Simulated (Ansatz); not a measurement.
# S: the cost of one run

Method: DFT PBE, scalar-relativistic, plane waves, PAW, in Ansatz 0.2.0.

## 1. Starting point

Symmetry: P4mm, No. 99, tetragonal system. Conventional cell: a = 4.361 Å, b = 4.361 Å, c = 5.350 Å, α = 90.00°, β = 90.00°, γ = 90.00°. Around S (site symmetry 4mm) lie 4 S at 2.86 Å. S (site symmetry 2mm) has 6 S at 2.86 to 3.08 Å as nearest neighbours.

Structure file:

```cif
data_structure
_symmetry_space_group_name_H-M 'P 1'
_symmetry_Int_Tables_number 1
_cell_length_a 4.3611
_cell_length_b 4.3611
_cell_length_c 5.3505
_cell_angle_alpha 90.000
_cell_angle_beta 90.000
_cell_angle_gamma 90.000
_cell_volume 101.76
loop_
_atom_site_label
_atom_site_type_symbol
_atom_site_fract_x
_atom_site_fract_y
_atom_site_fract_z
_atom_site_occupancy
S1 S 0.50000 0.50000 0.65410 1
S2 S 0.00000 0.50000 0.00000 1
S3 S 0.50000 0.00000 0.00000 1
```

This is candidate A: random cell with space group P4mm (No. 99).

## 2. Coarse relaxation (candidate A)

File input.yaml:

```yaml
crystal:
  lattice:
    - [4.3611322677, 0.0, 0.0]
    - [0.0, 4.3611322677, 0.0]
    - [0.0, 0.0, 5.3504659954]
  atoms:
    - { symbol: S, position: [0.5, 0.5, 0.6541] }
    - { symbol: S, position: [0.0, 0.5, 0.0] }
    - { symbol: S, position: [0.5, 0.0, 0.0] }
basis:
  ecutwfc: 420
kpoints:
  mp_grid: { grid: [4, 4, 4] }
hamiltonian:
  xc: pbe
scf:
  occupations: { method: gaussian, width: 0.1 }
  lower_state_search: "off"
output:
  forces: true
  stress: true
  eigenvalues: true
relax:
  adjacent_minimum: "off"
  f_tol: 0.04
  max_steps: 70
  cell: { stress_tol: 0.4 }
```

What time and memory should one allow on 1 thread of an x86-64 CPU, shared host?

About 19 s, with a peak of 0.4 GiB.
